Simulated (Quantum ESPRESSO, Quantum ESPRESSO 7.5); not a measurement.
**2H-MoS2, 1 layer, rectangular cell: a series in strain along the second axis**

What law, if any, do the results for 2H-MoS2, 1 layer, rectangular cell follow against strain along the second axis?

Method: plane-wave DFT, PBE, GBRV ultrasoft pseudopotentials, in Quantum ESPRESSO 7.5.

### 1. Set-up

The cell holds 6 atoms: 4 S and 2 Mo. Its edges and angles: a = 3.180 Å, b = 5.508 Å, c = 18.263 Å, α = 90.0°, β = 90.0°, γ = 90.0°. It derives from MoS2. Vacuum lies along c.

Set-up: Cell and atoms are first relaxed; each strained cell is then held, the other axis too, and the atoms relax in it. A periodic run with 15 Å of vacuum in the starting cell gives the vacuum levels, and bands follow along a path.

Members -2, -1, 0, 1 and 2 took the same steps and show in the table alone.

### 2. Relaxing cell and ions of the reference

What the set-up leaves free in this member is relaxed.

File ref.relax.in:

```
&control
  prefix = 'ref.relax'
  outdir = './out'
  pseudo_dir = './pseudo'
  nstep = 80
  forc_conv_thr = 0.0004
  calculation = 'vc-relax'
  etot_conv_thr = 1e-06
/
&system
  ibrav = 0
  nat = 6
  ntyp = 2
  ecutwfc = 50
  ecutrho = 250
  occupations = 'smearing'
  smearing = 'fd'
  degauss = 0.004
/
&electrons
  conv_thr = 1e-09
  mixing_beta = 0.4
  electron_maxstep = 120
  mixing_mode = 'plain'
/
&ions
/
&cell
  cell_dofree = '2Dxy'
  press_conv_thr = 0.3
/
ATOMIC_SPECIES
  S   32.0600  s_pbe_v1.4.uspp.F.UPF
  Mo  95.9500  mo_pbe_v1.uspp.F.UPF
CELL_PARAMETERS angstrom
  3.18000000000000 0.00000000000000 0.00000000000000
  0.00000000000000 5.50792156806903 0.00000000000000
  0.00000000000000 0.00000000000000 18.26259773799958
ATOMIC_POSITIONS crystal
  S   0.999999999900 0.333333333400 0.410675420200
  S   0.500000000000 0.833333333300 0.410675420200
  Mo  0.000000000000 0.000000000000 0.500000000000
  Mo  0.500000000000 0.500000000000 0.500000000000
  S   0.999999999900 0.333333333400 0.589324579800
  S   0.500000000000 0.833333333300 0.589324579800
K_POINTS automatic
  10 6 1 0 0 0
```

On the command line:

```sh
OMP_NUM_THREADS=1 mpirun -n 4 pw.x -nk 4 -in ref.relax.in > ref.relax.out
```

The log of the run:

```text
Program PWSCF v.7.5 starts
[citation notice left out]

     Parallel version (MPI & OpenMP), running on       4 processor cores
     Number of MPI processes:                 4
     Threads/MPI process:                     1

     MPI processes distributed on     1 nodes
[...]
Current dimensions of program PWSCF are:
     Max number of different atomic species (ntypx) = 10
     Max number of k-points (npk) =  40000
     Max angular momentum in pseudopotentials (lmaxx) =  4
     Found identity + ( -0.5000  0.5000  0.0000) symmetry
     This is a supercell, fractional translations are disabled
     Message from routine setup:
     using ibrav=0 with symmetry is DISCOURAGED, use correct ibrav instead

     K-points division:     npool     =       4
     Subspace diagonalization in iterative solution of the eigenvalue problem:
     a serial algorithm will be used

     G-vector sticks info
     --------------------
     sticks:   dense  smooth     PW     G-vecs:    dense   smooth      PW
     Sum        1247     993    295               143991   103227   16547

     Using Slab Decomposition

     bravais-lattice index     =            0
     lattice parameter (alat)  =       6.0093  a.u.
     unit-cell volume          =    2158.6092 (a.u.)^3
     number of atoms/cell      =            6
     number of atomic types    =            2
     number of electrons       =        52.00
     number of Kohn-Sham states=           31
     kinetic-energy cutoff     =      50.0000  Ry
     charge density cutoff     =     250.0000  Ry
     scf convergence threshold =      1.0E-09
     mixing beta               =       0.4000
     number of iterations used =            8  plain     mixing
     energy convergence thresh.=      1.0E-06
     force convergence thresh. =      4.0E-04
     press convergence thresh. =      3.0E-01
     Exchange-correlation= SLA  PW   PBE  PBE
                           (   1   4   3   4   0   0   0)
     nstep                     =           80

     celldm(1)=   6.009329  celldm(2)=   0.000000  celldm(3)=   0.000000
     celldm(4)=   0.000000  celldm(5)=   0.000000  celldm(6)=   0.000000

     crystal axes: (cart. coord. in units of alat)
               a(1) = (   1.000000   0.000000   0.000000 )
               a(2) = (   0.000000   1.732051   0.000000 )
               a(3) = (   0.000000   0.000000   5.742955 )

     reciprocal axes: (cart. coord. in units 2 pi/alat)
               b(1) = (  1.000000  0.000000  0.000000 )
               b(2) = (  0.000000  0.577350  0.000000 )
               b(3) = (  0.000000  0.000000  0.174126 )

     PseudoPot. # 1 for S  read from file:
     ./pseudo/s_pbe_v1.4.uspp.F.UPF
     Pseudo is Ultrasoft + core correction, Zval =  6.0
     Generated by new atomic code, or converted to UPF format
     Using radial grid of  907 points,  6 beta functions with:
                l(1) =   0
                l(2) =   0
                l(3) =   1
                l(4) =   1
                l(5) =   2
                l(6) =   2
     Q(r) pseudized with  8 coefficients,  rinner =    1.300   1.300   1.300
                                                       1.300   1.300

     PseudoPot. # 2 for Mo read from file:
     ./pseudo/mo_pbe_v1.uspp.F.UPF
     Pseudo is Ultrasoft + core correction, Zval = 14.0
     Generated by new atomic code, or converted to UPF format
     Using radial grid of  889 points,  6 beta functions with:
                l(1) =   0
                l(2) =   0
                l(3) =   1
                l(4) =   1
                l(5) =   2
                l(6) =   2
     Q(r) pseudized with  6 coefficients,  rinner =    1.000   1.000   1.000
                                                       1.000   1.000

     atomic species   valence    mass     pseudopotential
     S                 6.00    32.06000     S ( 1.00)
     Mo               14.00    95.95000     Mo( 1.00)

      4 Sym. Ops. (no inversion) found

   Cartesian axes

     site n.     atom                  positions (alat units)
         1        S      tau(   1) = (   1.0000000   0.5773503   2.3584906  )
         2        S      tau(   2) = (   0.5000000   1.4433757   2.3584906  )
         3        Mo     tau(   3) = (   0.0000000   0.0000000   2.8714776  )
         4        Mo     tau(   4) = (   0.5000000   0.8660254   2.8714776  )
         5        S      tau(   5) = (   1.0000000   0.5773503   3.3844647  )
         6        S      tau(   6) = (   0.5000000   1.4433757   3.3844647  )

     number of k points=    24  Fermi-Dirac smearing, width (Ry)=  0.0040
                       cart. coord. in units 2pi/alat
        k(    1) = (   0.0000000   0.0000000   0.0000000), wk =   0.0333333
        k(    2) = (   0.0000000   0.0962250   0.0000000), wk =   0.0666667
        k(    3) = (   0.0000000   0.1924501   0.0000000), wk =   0.0666667
        k(    4) = (   0.0000000  -0.2886751   0.0000000), wk =   0.0333333
        k(    5) = (   0.1000000   0.0000000   0.0000000), wk =   0.0666667
        k(    6) = (   0.1000000   0.0962250   0.0000000), wk =   0.1333333
        k(    7) = (   0.1000000   0.1924501   0.0000000), wk =   0.1333333
        k(    8) = (   0.1000000  -0.2886751   0.0000000), wk =   0.0666667
        k(    9) = (   0.2000000   0.0000000   0.0000000), wk =   0.0666667
        k(   10) = (   0.2000000   0.0962250   0.0000000), wk =   0.1333333
[...]
k(   24) = (  -0.5000000  -0.2886751   0.0000000), wk =   0.0333333

     Dense  grid:   143991 G-vectors     FFT dimensions: (  32,  54, 180)

     Smooth grid:   103227 G-vectors     FFT dimensions: (  27,  48, 160)

     Estimated max dynamical RAM per process >     265.53 MB

     Estimated total dynamical RAM >     956.66 MB

     Initial potential from superposition of free atoms

     starting charge      51.9977, renormalised to      52.0000

     negative rho (up, down):  4.573E-03 0.000E+00
     Starting wfcs are   42 randomized atomic wfcs

     total cpu time spent up to now is        3.1 secs

     per-process dynamical memory:   135.6 Mb

     Self-consistent Calculation

     iteration #  1     ecut=    50.00 Ry     beta= 0.40
     Davidson diagonalization with overlap
     ethr =  1.00E-02,  avg # of iterations =  2.0

     Threshold (ethr) on eigenvalues was too large:
     Diagonalizing with lowered threshold

     Davidson diagonalization with overlap
     ethr =  2.87E-04,  avg # of iterations =  3.0

     negative rho (up, down):  4.681E-03 0.000E+00

     total cpu time spent up to now is       12.5 secs

[...]
atom    5 type  1   force =     0.00000000    0.00000201   -0.02890105
     atom    6 type  1   force =     0.00000000    0.00000215   -0.02890155

     Total force =     0.057803     Total SCF correction =     0.000074

     Computing stress (Cartesian axis) and pressure

     negative rho (up, down):  4.640E-03 0.000E+00
          total   stress  (Ry/bohr**3)                   (kbar)     P=      -11.47
  -0.00003524   0.00000000   0.00000000           -5.18        0.00        0.00
   0.00000000  -0.00003521   0.00000000            0.00       -5.18        0.00
   0.00000000   0.00000000  -0.00016357            0.00        0.00      -24.06

     Energy error            =      7.1E-03 Ry
     Gradient error          =      2.9E-02 Ry/Bohr
     Cell gradient error     =      5.2E+00 kbar

     number of scf cycles    =   2
     number of bfgs steps    =   1

     enthalpy           old  =    -375.4535655297 Ry
     enthalpy           new  =    -375.4606499853 Ry

     CASE: enthalpy          _new < enthalpy          _old

     new trust radius        =       0.0493674552 bohr
     new conv_thr            =       0.0000000007 Ry

     new unit-cell volume =   2144.07076 a.u.^3 (   317.71851 Ang^3 )
     density =      1.67319 g/cm^3

CELL_PARAMETERS (angstrom)
   3.169270335   0.000000000   0.000000000
   0.000000000   5.489346859   0.000000000
   0.000000000   0.000000000  18.262597738

ATOMIC_POSITIONS (crystal)
S                0.9999999999        0.3333339799        0.4134062970
S                0.5000000000        0.8333339774        0.4134062822
Mo               0.0000000000       -0.0000012802        0.5000000000
Mo               0.5000000000        0.4999986989        0.5000000000
S                0.9999999999        0.3333339799        0.5865937030
S                0.5000000000        0.8333339774        0.5865937178

[...]
NEW-OLD atomic charge density approx. for the potential
     New effective cutoffs (rho, wfc):  251.65   50.34

     negative rho (up, down):  4.624E-03 0.000E+00

     total cpu time spent up to now is      151.9 secs

     per-process dynamical memory:   176.9 Mb

     Self-consistent Calculation

     iteration #  1     ecut=    50.00 Ry     beta= 0.40
     Davidson diagonalization with overlap
     ethr =  1.00E-06,  avg # of iterations =  7.8

     negative rho (up, down):  4.621E-03 0.000E+00

     total cpu time spent up to now is      162.6 secs

     total energy              =    -375.46438431 Ry
     estimated scf accuracy    <       0.00072837 Ry

[...]
iteration # 12     ecut=    50.00 Ry     beta= 0.40
[...]
negative rho (up, down):  4.606E-03 0.000E+00

[...]
End of self-consistent calculation

[...]
the Fermi energy is     0.4427 ev

!    total energy              =    -375.46463795 Ry
     estimated scf accuracy    <          7.1E-11 Ry
     smearing contrib. (-TS)   =      -0.00000000 Ry
     internal energy E=F+TS    =    -375.46463795 Ry

     The total energy is F=E-TS. E is the sum of the following terms:
     one-electron contribution =   -1954.68905671 Ry
     hartree contribution      =     979.15211546 Ry
     xc contribution           =     -72.52494681 Ry
     ewald contribution        =     672.59725010 Ry

     convergence has been achieved in  12 iterations

     negative rho (up, down):  4.606E-03 0.000E+00

     Forces acting on atoms (cartesian axes, Ry/au):

     atom    1 type  1   force =     0.00000000   -0.00000021    0.01032809
     atom    2 type  1   force =     0.00000000    0.00000004    0.01032800
     atom    3 type  2   force =     0.00000000    0.00000048    0.00000000
     atom    4 type  2   force =     0.00000000   -0.00000013    0.00000000
     atom    5 type  1   force =     0.00000000   -0.00000021   -0.01032809
     atom    6 type  1   force =     0.00000000    0.00000004   -0.01032800

     Total force =     0.020656     Total SCF correction =     0.000024

     Computing stress (Cartesian axis) and pressure

     negative rho (up, down):  4.606E-03 0.000E+00
          total   stress  (Ry/bohr**3)                   (kbar)     P=       -2.08
   0.00000782   0.00000000   0.00000000            1.15        0.00        0.00
   0.00000000   0.00000784   0.00000000            0.00        1.15        0.00
   0.00000000   0.00000000  -0.00005809            0.00        0.00       -8.55

     Energy error            =      4.0E-03 Ry
     Gradient error          =      1.0E-02 Ry/Bohr
     Cell gradient error     =      1.2E+00 kbar

     number of scf cycles    =   3
     number of bfgs steps    =   2

     enthalpy           old  =    -375.4606499853 Ry
     enthalpy           new  =    -375.4646379499 Ry

     CASE: enthalpy          _new < enthalpy          _old

     new trust radius        =       0.0266364988 bohr
     new conv_thr            =       0.0000000003 Ry

     new unit-cell volume =   2143.84296 a.u.^3 (   317.68475 Ang^3 )
     density =      1.67337 g/cm^3

CELL_PARAMETERS (angstrom)
   3.169100406   0.000000000   0.000000000
   0.000000000   5.489057940   0.000000000
   0.000000000   0.000000000  18.262597738

ATOMIC_POSITIONS (crystal)
S                0.9999999999        0.3333340239        0.4141781158
S                0.5000000000        0.8333340615        0.4141781017
Mo               0.0000000000       -0.0000013679        0.5000000000
Mo               0.5000000000        0.4999985305        0.5000000000
S                0.9999999999        0.3333340239        0.5858218842
S                0.5000000000        0.8333340615        0.5858218983

[...]
NEW-OLD atomic charge density approx. for the potential
     New effective cutoffs (rho, wfc):  251.68   50.34

     negative rho (up, down):  4.629E-03 0.000E+00

     total cpu time spent up to now is      221.1 secs

     per-process dynamical memory:   176.9 Mb

[...]
!    total energy              =    -375.46520281 Ry
[...]
Total force =     0.000567     Total SCF correction =     0.000032
[...]
number of bfgs steps    =   3
[...]
new trust radius        =       0.0062189967 bohr
[...]
!    total energy              =    -375.46527616 Ry
[...]
Total force =     0.000088     Total SCF correction =     0.000009
[...]
number of bfgs steps    =   4
[...]
WARNING: bfgs curvature condition failed, Theta= 0.953
     new trust radius        =       0.0068408946 bohr
[...]
!    total energy              =    -375.46534238 Ry
[...]
Total force =     0.000038     Total SCF correction =     0.000009
[...]
number of bfgs steps    =   5
[...]
new trust radius        =       0.0102613387 bohr
[...]
!    total energy              =    -375.46541432 Ry
[...]
Total force =     0.000019     Total SCF correction =     0.000006
[...]
number of bfgs steps    =   6
[...]
new trust radius        =       0.0153920002 bohr
[...]
Self-consistent Calculation

     iteration #  1     ecut=    50.00 Ry     beta= 0.40
     Davidson diagonalization with overlap
     ethr =  1.00E-06,  avg # of iterations =  3.0

     Threshold (ethr) on eigenvalues was too large:
     Diagonalizing with lowered threshold

     Davidson diagonalization with overlap
     ethr =  5.72E-08,  avg # of iterations =  4.0

     negative rho (up, down):  4.799E-03 0.000E+00

     total cpu time spent up to now is      468.1 secs

     total energy              =    -375.46545360 Ry
     estimated scf accuracy    <       0.00001558 Ry

[...]
iteration #  4     ecut=    50.00 Ry     beta= 0.40
[...]
[key lines of the parts left out:]
total energy              =    -375.46546078 Ry
the Fermi energy is     0.3880 ev
convergence has been achieved in  11 iterations
```

It took 11 min on 4 MPI ranks of Arm Neoverse V1, shared host; peak memory 1.2 GiB.

Step by step:

```tsv
step	energy less that of the first step (eV)	largest force (eV/Å)	volume (Å³)
1	0.0000	1.1539	319.87
2	-0.0964	0.7431	318.68
3	-0.1506	0.2655	317.72
4	-0.1583	0.0073	317.68
5	-0.1593	0.0011	318.11
6	-0.1602	0.0005	318.58
7	-0.1612	0.0002	319.29
8	-0.1618	0.0002	320.35
9	-0.1619	0.0000	320.49
10	-0.1620	0.0002	320.49
```

```tsv
cell as run	before	after	change
a (Å)	3.180	3.183	+0.1 %
b (Å)	5.508	5.513	+0.1 %
```

The atoms that moved most (Å, along periodic axes as changes of fractional coordinates times the final cell, across vacuum about the mean position):

```tsv
atom	dx	dy	dz	length
S2	0.000	0.000	0.069	0.069
S6	0.000	0.000	-0.069	0.069
S1	0.000	0.000	0.069	0.069
S5	0.000	0.000	-0.069	0.069
```

The relaxed structure:

```xyz
6
Lattice="3.1831 0.0000 0.0000 0.0000 5.5133 0.0000 0.0000 0.0000 18.2626" Properties=species:S:1:pos:R:3
S     3.1831    1.8378    7.5690
S     1.5915    4.5944    7.5690
Mo    0.0000    0.0000    9.1313
Mo    1.5915    2.7566    9.1313
S     3.1831    1.8378   10.6936
S     1.5915    4.5944   10.6936
```

 The last row is no step: it is a fresh SCF in the final cell with a new plane-wave basis, -0 meV from the row before.

This step gave:

| Item | Value |
| --- | --- |
| free energy | -5108.4680 eV |
| Fermi energy | 0.3578 eV |

(Part 1 of 7 ends here.)

[Logs are printed without paths, hosts, clocks, repeated set-up lines and the standing remarks that a program may print on its own settings, such as how far it seeks lower states.]

[Hosts, paths, dates, database ids (printed as entryN), source tags and the programs' standing remarks are cut or masked in the printed files.]

[Maps of the electrostatic potential energy from Ansatz leave out the sawtooth potential of an applied field or a dipole correction, so their vacuum need not be flat; planar profiles and work functions include it.]
